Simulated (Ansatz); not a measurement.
# VO2: the cost of one run

Computed with Ansatz 0.2.0 (DFT PBE+U (U_eff = 3.2 eV on V 3d), scalar-relativistic, plane waves, PAW, unless a step's input says otherwise).

The COD entry's cell or inner coordinates are ideal or old and differ from later refinements, so a difference from it is no clean test against experiment.

These runs use a low cutoff (300 eV) and a coarse mesh on purpose, to show what cheap settings give: their numbers aren't properties of the material.

## Step 1: The system as given

It takes space group P4_2/mnm (No. 136, tetragonal). Conventional cell: a = 4.471 Å, b = 4.471 Å, c = 3.012 Å, α = 90.00°, β = 90.00°, γ = 90.00°. V (site symmetry mmm) has 6 O at 1.89 to 1.97 Å as nearest neighbours. O (site symmetry m2m) has 3 V at 1.89 to 1.97 Å as nearest neighbours.

Coordinates:

```cif
data_structure
_symmetry_space_group_name_H-M 'P4_2/mnm'
_symmetry_Int_Tables_number 136
_cell_length_a 4.4709
_cell_length_b 4.4709
_cell_length_c 3.0120
_cell_angle_alpha 90.000
_cell_angle_beta 90.000
_cell_angle_gamma 90.000
_cell_volume 60.21
loop_
_atom_site_label
_atom_site_type_symbol
_atom_site_symmetry_multiplicity
_atom_site_Wyckoff_symbol
_atom_site_fract_x
_atom_site_fract_y
_atom_site_fract_z
_atom_site_occupancy
V1 V 2 a 0.00000 0.00000 0.00000 1
O1 O 4 f 0.29878 0.29878 0.00000 1
```

An earlier run at PBE+U (U_eff = 3.2 eV on V 3d) left this cell at 10.034 Å³/atom and -0.01 GPa (4×4×4 mesh).

Volume factors to run: 0.980, 1.020, 0.960, 1.040.

## Step 2: Volume × 0.980

input.yaml

```yaml
crystal:
  lattice:
    - [4.4409329322, 0.0, 0.0]
    - [0.0, 4.4408901309, -3.33e-08]
    - [0.0, 2.24e-08, 2.9917630479]
  atoms:
    - { symbol: V, position: [0.0, 0.0, 0.0], spin: 0.95 }
    - { symbol: V, position: [0.5, 0.5, 0.5], spin: 0.95 }
    - { symbol: O, position: [0.2987624799, 0.2988037361, 0.0] }
    - { symbol: O, position: [0.2012375201, 0.7988037361, 0.5] }
    - { symbol: O, position: [0.7012375201, 0.7011962639, 0.0] }
    - { symbol: O, position: [0.7987624799, 0.2011962639, 0.5] }
basis:
  ecutwfc: 300
  ecutrho_ratio: 4
kpoints:
  mp_grid: { grid: [4, 4, 4] }
hamiltonian:
  xc: pbe
  hubbard:
    sites:
      - { species: V, l: d, u_eff: 3.25, starting_ns: start.occupation_matrices }
    ns_hold: { iters: 6 }
scf:
  occupations: { method: gaussian, width: 0.05 }
  lower_state_search: "off"
output:
  forces: true
  stress: true
  eigenvalues: true
  populations: true
magnetization:
  spin_polarized: true
relax:
  f_tol: 0.01
  max_steps: 40
  cell: { stress_tol: 0.1, fix: [volume] }
```

The open shells start from the occupation matrices of the run at the neighbouring geometry (file start.occupation_matrices).

The run is started by

```sh
$ ansatz run input.yaml --threads 2 --pin off --max-ram 5120MiB --backend cpu --events-out ev --progress --plain --runs-dir out
```

**Question.** How long does this run take on 2 threads of Intel Xeon Platinum 8259CL at 2.50GHz (Skylake/Cascade Lake), shared host, and how much memory does it need?

About 13 s, with a peak of 0.44 GiB.
